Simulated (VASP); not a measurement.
# La (Fm-3m) in VASP: reference runs

Aim: a first look at La with PBE, on the cell as given and on a disturbed one.

Program: VASP 6.6.1. These are calculated values, not measurements. Logs are shortened: lines on timing, memory, paths and dates and some standing lists are left out, and cuts for length are marked.

### 1 The structure

The structure is cubic, space group Fm-3m (No. 225). Conventional cell: a = 5.291 Å, b = 5.291 Å, c = 5.291 Å, α = 90.00°, β = 90.00°, γ = 90.00°. La (site symmetry m-3m) has 12 La at 3.74 Å as nearest neighbours.

This isn't the form of La at room conditions, which is double hcp.

### 2 Single point, PBE

File INCAR:

```
SYSTEM = La
  PREC = Accurate
  ENCUT = 520
  EDIFF = 1E-7
  ISMEAR = -1
  SIGMA = 0.05
  LREAL = .False.
  LASPH = .True.
  NELM = 100
  ALGO = Normal
  ISIF = 2
  LWAVE = .False.
  LCHARG = .False.
  GGA = PE
  NBANDS = 12
```

File KPOINTS:

```
regular mesh
0
Gamma
  9 9 9
  0 0 0
```

File POSCAR:

```
La
1.0
    0.0000000000      2.6455000000      2.6455000000
    2.6455000000      0.0000000000      2.6455000000
    2.6455000000      2.6455000000      0.0000000000
La
1
Direct
    0.0000000000      0.0000000000      0.0000000000
```

Potentials or basis: VASP PAW PBE potentials, release 64 (La).

The run is started by

```
$ cat potpaw_PBE.64/La/POTCAR > POTCAR
$ mpirun -np 1 vasp_std > vasp.out
```

OUTCAR:

```text
SYSTEM = La
   PREC = Accurate
   ENCUT = 520
   EDIFF = 1E-7
   ISMEAR = -1
   LREAL = .False.
   LASPH = .True.
   NELM = 100
   ISIF = 2
   GGA = PE

 ion  position               nearest neighbor table
   1  0.000  0.000  0.000-

  LATTYP: Found a face centered cubic cell.
 ALAT       =     5.2910000000

  Lattice vectors:

 A1 = (   0.0000000000,   2.6455000000,   2.6455000000)
 A2 = (   2.6455000000,   0.0000000000,   2.6455000000)
 A3 = (   2.6455000000,   2.6455000000,   0.0000000000)

Analysis of symmetry for initial positions (statically):
=====================================================================
 Subroutine PRICEL returns:
 Original cell was already a primitive cell.

 Routine SETGRP: Setting up the symmetry group for a
 face centered cubic supercell.

 Subroutine GETGRP returns: Found 48 space group operations
 (whereof 48 operations were pure point group operations)
 out of a pool of 48 trial point group operations.

The static configuration has the point symmetry O_h .

Analysis of symmetry for dynamics (positions and initial velocities):
=====================================================================
 Subroutine PRICEL returns:
 Original cell was already a primitive cell.

 Routine SETGRP: Setting up the symmetry group for a
 face centered cubic supercell.

 Subroutine GETGRP returns: Found 48 space group operations
 (whereof 48 operations were pure point group operations)
 out of a pool of 48 trial point group operations.

The dynamic configuration has the point symmetry O_h .

 Subroutine INISYM returns: Found 48 space group operations
 (whereof 48 operations are pure point group operations),
 and found     1 'primitive' translations

----------------------------------------------------------------------------------------

                                     Primitive cell

  volume of cell :      37.0300

  direct lattice vectors                    reciprocal lattice vectors
     0.000000000  2.645500000  2.645500000    -0.189000189  0.189000189  0.189000189
     2.645500000  0.000000000  2.645500000     0.189000189 -0.189000189  0.189000189
     2.645500000  2.645500000  0.000000000     0.189000189  0.189000189 -0.189000189

  length of vectors
     3.741301979  3.741301979  3.741301979     0.327357930  0.327357930  0.327357930

  position of ions in fractional coordinates (direct lattice)
     0.000000000  0.000000000  0.000000000

  ion indices of the primitive-cell ions
   primitive index   ion index
                 1           1

----------------------------------------------------------------------------------------

 KPOINTS: regular mesh

Automatic generation of k-mesh.
 Grid dimensions read from file:
 generate k-points for:    9    9    9

 Generating k-lattice:

  Cartesian coordinates                     Fractional coordinates (reciprocal lattice)
    -0.021000021  0.021000021  0.021000021     0.111111111  0.000000000  0.000000000
     0.021000021 -0.021000021  0.021000021     0.000000000  0.111111111  0.000000000
     0.021000021  0.021000021 -0.021000021     0.000000000  0.000000000  0.111111111

  Length of vectors
     0.036373103  0.036373103  0.036373103

  Shift w.r.t. Gamma in fractional coordinates (k-lattice)
     0.000000000  0.000000000  0.000000000

 Subroutine IBZKPT returns following result:
 ===========================================

 Found     35 irreducible k-points:

 Following reciprocal coordinates:
            Coordinates               Weight
  0.000000  0.000000  0.000000      1.000000
  0.111111  0.000000  0.000000      8.000000
  0.222222  0.000000  0.000000      8.000000
  0.333333  0.000000  0.000000      8.000000
  0.444444  0.000000  0.000000      8.000000
  0.111111  0.111111  0.000000      6.000000
[... 27 lines left out ...]
 -0.333333  0.444444  0.111111     24.000000
 -0.333333  0.444444  0.222222     24.000000
   k-points           NKPTS =     35   k-points in BZ     NKDIM =     35   number of bands    NBANDS=     12
   number of dos      NEDOS =    301   number of ions     NIONS =      1
   total plane-waves  NPLWV =  21952
   dimension x,y,z NGX =    28 NGY =   28 NGZ =   28
   dimension x,y,z NGXF=    56 NGYF=   56 NGZF=   56
   ions per type =               1
   NGX,Y,Z   is equivalent  to a cutoff of  12.44, 12.44, 12.44 a.u.
   NGXF,Y,Z  is equivalent  to a cutoff of  24.88, 24.88, 24.88 a.u.
 SYSTEM =  La
   PREC   = accura    normal or accurate (medium, high low for compatibility)
   ISTART =      0    job   : 0-new  1-cont  2-samecut
   ICHARG =      2    charge: 1-file 2-atom 10-const
   ISPIN  =      1    spin polarized calculation?
   LNONCOLLINEAR =      F non collinear calculations
   LSORBIT =      F    spin-orbit coupling
   LASPH  =      T    aspherical Exc in radial PAW
   ENCUT  =  520.0 eV  38.22 Ry    6.18 a.u.   6.96  6.96  6.96*2*pi/ulx,y,z
   NELM   =    100;   NELMIN=  2; NELMDL= -5     # of ELM steps
   EDIFF  = 0.1E-06   stopping-criterion for ELM
   LREAL  =      F    real-space projection
   EDIFFG = 0.1E-05   stopping-criterion for IOM
   NSW    =      0    number of steps for IOM
   IBRION =     -1    ionic relax: 0-MD 1-quasi-New 2-CG
   NFREE  =      0    steps in history (QN), initial steepest desc. (CG)
   ISIF   =      2    stress and relaxation
   ISYM   =      2    0-nonsym 1-usesym 2-fastsym
   POTIM  = 0.5000    time-step for ionic-motion
   TEBEG  =    0.0;   TEEND  =   0.0 temperature during run
   PSTRESS=    0.0 pullay stress
   NELECT =      11.0000    total number of electrons
   NUPDOWN=      -1.0000    fix difference up-down
   EMIN   =  10.00;   EMAX   =-10.00  energy-range for DOS
   EFERMI =   0.00;   METHOD = LEGACY
   ISMEAR =    -1;   SIGMA  =   0.05  broadening in eV -4-tet -1-fermi 0-gaus
   EFERMI_NEDOS =   21; number of points for ismear=-14 and -15
   IALGO  =     38    algorithm
   IMIX   =      4    mixing-type and parameters
     AMIX     =   0.40;   BMIX     =  1.00
     AMIX_MAG =   1.60;   BMIX_MAG =  1.00
  volume/ion in A,a.u.               =      37.03       249.89
  Fermi-wavevector in a.u.,A,eV,Ry     =   1.092332  2.064208 16.234322  1.193189
  Thomas-Fermi vector in A             =   2.228595
   LORBIT       =      0    0 simple, 1 ext, 2 COOP (PROOUT), +10 PAW based schemes
   GGA     = PE    functional components
   LHFCALC =     F    Hartree Fock is set to
   AEXX    =    0.0000 exact exchange contribution
   IVDW    =     0    specifies the selected vdW correction
   LEPSILON=     F    determine dielectric tensor
   LRPA    =     F    only Hartree local field effects (RPA)
 non-spin polarized calculation
  energy-cutoff  :      520.00
  volume of cell :       37.03
 maximum number of plane-waves:      1018
   NGX = 13   NGY = 13   NGZ = 13

 number of electron      10.9999999 magnetization

 Free energy of the ion-electron system (eV)
  ---------------------------------------------------
  ext. energy  EPLUGINS =         0.00000000
  ---------------------------------------------------
  free energy    TOTEN  =        -4.88009408 eV

  energy without entropy =       -4.86007213  energy(sigma->0) =       -4.87008310

 E-fermi :   7.9003     XC(G=0):  -9.5722

 val. band max:        7.8933771916   @ k =  -0.4444   0.2222   0.1111
 cond. band min:       7.9762803454   @ k =  -0.3333   0.2222   0.0000
 fundamental gap:      0.0829031538
 Fermi energy:         7.9002627120

 k-point     1 :       0.0000    0.0000    0.0000
  band No.  band energies     occupation
      1     -24.9640      2.00000
      2      -7.9537      2.00000
      3      -7.9537      2.00000
      4      -7.9537      2.00000
      5       4.7182      2.00000
      6       9.2041      0.00000
      7       9.3832      0.00000
      8       9.3832      0.00000
      9       9.3832      0.00000
     10       9.7066      0.00000
     11       9.7066      0.00000
     12       9.7066      0.00000

 k-point     2 :       0.1111    0.0000    0.0000
  band No.  band energies     occupation
      1     -24.9415      2.00000
      2      -8.1370      2.00000
      3      -7.9752      2.00000
      4      -7.9752      2.00000
      5       5.0771      2.00000
      6       8.6769      0.00000
      7       9.4211      0.00000
      8       9.4211      0.00000
      9       9.6201      0.00000
     10       9.7097      0.00000
     11       9.7097      0.00000
     12       9.8526      0.00000

 k-point     3 :       0.2222    0.0000    0.0000
  band No.  band energies     occupation
      1     -24.8837      2.00000
      2      -8.5733      2.00000
      3      -8.0287      2.00000
      4      -8.0287      2.00000
      5       5.8546      2.00000
      6       8.3632      0.00019
      7       9.4254      0.00000
      8       9.4254      0.00000
      9       9.5073      0.00000
     10       9.7190      0.00000
     11       9.7190      0.00000
     12      10.1610      0.00000

 k-point     4 :       0.3333    0.0000    0.0000
  band No.  band energies     occupation
      1     -24.8166      2.00000
      2      -9.0304      2.00000
      3      -8.0885      2.00000
      4      -8.0885      2.00000
      5       6.2283      2.00000
      6       8.9289      0.00000
      7       9.3153      0.00000
      8       9.3153      0.00000
      9       9.3698      0.00000
     10       9.7300      0.00000
     11       9.7300      0.00000
     12      10.2749      0.00000

 k-point     5 :       0.4444    0.0000    0.0000
  band No.  band energies     occupation
      1     -24.7719      2.00000
      2      -9.3108      2.00000
      3      -8.1268      2.00000
      4      -8.1268      2.00000
      5       6.1925      2.00000
      6       9.1969      0.00000
      7       9.1969      0.00000
      8       9.2379      0.00000
      9       9.6785      0.00000
     10       9.7367      0.00000
     11       9.7367      0.00000
     12      10.1942      0.00000
[... 393 lines left out ...]
      1     -24.7394      2.00000
      2      -9.0017      2.00000
      3      -8.6520      2.00000
      4      -8.2420      2.00000
      5       7.6460      1.98771
      6       7.8784      1.21539
      7       8.0916      0.04265
      8       9.6787      0.00000
      9       9.7193      0.00000
     10       9.7466      0.00000
     11      10.1011      0.00000
     12      10.1613      0.00000

 k-point    33 :      -0.4444    0.4444    0.1111
  band No.  band energies     occupation
      1     -24.7077      2.00000
      2      -9.1460      2.00000
      3      -8.5376      2.00000
      4      -8.4419      2.00000
      5       6.3666      2.00000
      6       6.9406      2.00000
      7       9.4753      0.00000
      8       9.7398      0.00000
      9       9.8118      0.00000
     10       9.8237      0.00000
     11      10.1051      0.00000
     12      10.1246      0.00000

 k-point    34 :      -0.3333    0.4444    0.1111
  band No.  band energies     occupation
      1     -24.7022      2.00000
      2      -9.0456      2.00000
      3      -8.7258      2.00000
      4      -8.4213      2.00000
      5       6.6922      2.00000
      6       7.4950      1.99940
      7       9.2516      0.00000
      8       9.4917      0.00000
      9       9.8093      0.00000
     10       9.8177      0.00000
     11      10.1364      0.00000
     12      10.1554      0.00000

 k-point    35 :      -0.3333    0.4444    0.2222
  band No.  band energies     occupation
      1     -24.7049      2.00000
      2      -8.9589      2.00000
      3      -8.7840      2.00000
      4      -8.4418      2.00000
      5       7.0977      2.00000
      6       8.0023      0.22996
      7       8.5012      0.00001
      8       9.3796      0.00000
      9       9.8278      0.00000
     10       9.8359      0.00000
     11      10.1490      0.00000
     12      10.1682      0.00000

------------------------ aborting loop because EDIFF is reached ----------------------------------------

  FORCE on cell =-STRESS in cart. coord.  units (eV):
  Direction    XX          YY          ZZ          XY          YZ          ZX
  --------------------------------------------------------------------------------------
  -------------------------------------------------------------------------------------
  Total       -0.0055072     -0.0055072     -0.0055072      0.0000000      0.0000000     -0.0000000
  in kB       -0.2382787     -0.2382787     -0.2382787      0.0000000      0.0000000     -0.0000000
  external PRESSURE =      -0.2382787 kB  Pullay stress =       0.0000000 kB

 VOLUME and BASIS-vectors are now :
 -----------------------------------------------------------------------------
  energy-cutoff  :      520.00
  volume of cell :       37.03
      direct lattice vectors                 reciprocal lattice vectors
     0.000000000  2.645500000  2.645500000    -0.189000189  0.189000189  0.189000189
     2.645500000  0.000000000  2.645500000     0.189000189 -0.189000189  0.189000189
     2.645500000  2.645500000  0.000000000     0.189000189  0.189000189 -0.189000189

 POSITION                                       TOTAL-FORCE (eV/Angst)
 -----------------------------------------------------------------------------------
      0.00000      0.00000      0.00000        -0.000000     -0.000000      0.000000
 -----------------------------------------------------------------------------------
    total drift:                                0.000000      0.000000      0.000000

  FREE ENERGIE OF THE ION-ELECTRON SYSTEM (eV)
  ---------------------------------------------------
  free  energy   TOTEN  =        -4.8800940782 eV

  energy  without entropy=       -4.8600721280  energy(sigma->0) =       -4.87008310
```

Run time: 19 s. Hardware: 1 thread of Intel Xeon Platinum 8559C (Emerald Rapids), shared host; peak memory 0.17 GiB.

What came out:

| Item | Value |
| --- | --- |
| Free energy | -4.8801 eV |
| Pressure | 0.0 GPa |
| Band gap on the k mesh | none (metal or under the smearing width) |

Levels at points of the mesh, in eV from the Fermi level:
```csv
k point,band 1,band 2,band 3,band 4,band 5,band 6,band 7,band 8,band 9,band 10
"(0.00, 0.00, 0.00)",-32.86,-15.85,-15.85,-15.85,-3.18,1.30,1.48,1.48,1.48,1.81
```

The run has no spin-orbit coupling, so splittings on La are missing.

[end of part 1 of 2]
